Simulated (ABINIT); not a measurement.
Input of an ABINIT 10.8.3 (patched build) run:

File run.abi:

```
# Datasets: one volume each
ndtset 7
getwfk -1
scalecart1 3*0.9795861087
scalecart2 3*0.9864848297
scalecart3 3*0.9932883884
scalecart4 3*1.0000000000
scalecart5 3*1.0066227096
scalecart6 3*1.0131594038
scalecart7 3*1.0196128224

# Pseudopotentials
pp_dirpath "./"
pseudos "Al.GGA_PBE-JTH.xml"

# Structure
acell 3*1.0 Angstrom
rprim
     0.0000000000     2.0248050000     2.0248050000
     2.0248050000     0.0000000000     2.0248050000
     2.0248050000     2.0248050000     0.0000000000
ntypat 1
znucl 13
natom 1
typat 1
xred
     0.0000000000     0.0000000000     0.0000000000

# Plane-wave basis
ecut 15.0
pawecutdg 30.0
pawxcdev 0

# k points
kptopt 1
ngkpt 11 11 11
nshiftk 1
shiftk 0.0 0.0 0.0

# Exchange and correlation
ixc 11

# Bands and occupations
nband 6
occopt 3
tsmear 0.05 eV

# SCF cycle
nstep 100
tolvrs 1.0e-9

# Output
iomode 3
prtwf 1
prtden 0
prteig 0
prtebands 0
```

Potentials or basis: JTH PAW PBE v2.0.

Command:

```bash
$ abinit run.abi > log 2>&1
```

Q: Predict the bulk modulus.

A: 79 GPa.

Q: What does it give for the equilibrium volume?

A: 16.50 Å³/atom.

Q: Estimate the pressure derivative of the bulk modulus.

A: 4.4.

Energy against volume, from the lowest point:
| volume (Å³/atom) | energy (meV/atom) |
| --- | --- |
| 15.607 | 13.14 |
| 15.939 | 4.89 |
| 16.271 | 0.66 |
| 16.603 | 0.00 |
| 16.935 | 2.44 |
| 17.267 | 7.83 |
| 17.599 | 15.74 |

Caveat: pressures at fixed basis lie under the slope of the energies.

**The experiment to reproduce.**

“The interpretation of polycrystalline coherent inelastic neutron scattering from aluminium”, 2013, pmc:3831299 quotes, for a bulk crystal of Al: bulk modulus 76.9 GPa.

Measured bulk modulus of Al: 76.9 GPa (quoted in “The interpretation of polycrystalline coherent inelastic neutron scattering from aluminium”, 2013, pmc:3831299). This calculation gives 79 GPa (+2.6 %). The fit is for a static lattice scaled at fixed shape and fixed fractional positions. The cell as given is a measured one (16.60 Å³/atom); PBE puts the equilibrium volume -0.6 % from it, thermal expansion not counted.
